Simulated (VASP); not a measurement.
Here is a VASP 6.6.1 calculation.

INCAR

```
PREC     = Accurate       # precision mode
ENCUT    = 600            # plane-wave cutoff, eV
EDIFF    = 1E-7           # SCF threshold, eV
ISMEAR   = 0              # smearing method
SIGMA    = 0.1            # smearing width, eV
LREAL    = F              # projectors in reciprocal space
LASPH    = T              # aspherical terms in the spheres
NELM     = 80             # most SCF steps
ALGO     = Normal         # electronic algorithm
ISIF     = 3              # what is computed and relaxed
LWAVE    = F              # write WAVECAR
LCHARG   = F              # write CHGCAR
METAGGA  = R2SCAN         # meta-GGA
LMIXTAU  = T            
LUSE_VDW = T            
IVDW_NL  = 2            
BPARAM   = 11.95        
CPARAM   = 0.0093       
IBRION   = 2              # ionic algorithm
NSW      = 90             # ionic steps
EDIFFG   = -0.005         # ionic threshold
```

KPOINTS

```
Automatic mesh
0
Gamma
  15 15 8
```

File POSCAR:

```
Sc
1.0
    3.2912249500      0.0000000000      0.0000000000
   -1.6456124800      2.8502844200      0.0000000000
    0.0000000000      0.0000000000      5.3325723900
Sc
2
Direct
    0.3333333300      0.6666666700      0.2500000000
    0.6666666700      0.3333333300      0.7500000000
```

Potentials or basis: VASP PAW PBE potentials, release 64 (Sc_sv).

Command:

```console
$ cat potpaw_PBE.64/Sc_sv/POTCAR > POTCAR
$ mpirun -np 1 vasp_std > vasp.out
```

Q: Predict the band gap on the k mesh.

A: None (metal or under the smearing width).

Q: Predict the relaxed volume.

A: 24.78 Å³/atom.

Q: Estimate the relaxed cell.

A: a = 3.324 Å, b = 3.324 Å, c = 5.180 Å, α = 90.00°, β = 90.00°, γ = 120.00°.

The path:
```tsv
step	energy change (eV)	largest force (eV/Å)	pressure (GPa)	volume (Å³)
1	0.0000	0.0000	-0.34	50.02
2	-0.0091	0.0000	-0.01	49.64
3	-0.0114	0.0000	0.25	49.35
4	-0.0114	0.0000	0.28	49.32
5	-0.0116	0.0000	-0.11	49.66
6	-0.0116	0.0000	0.01	49.55
```

Caveat: the PAW data sets were made with another functional, which shifts forces and pressure a little; pairwise dispersion overbinds metals, which lowers pressure and volume.
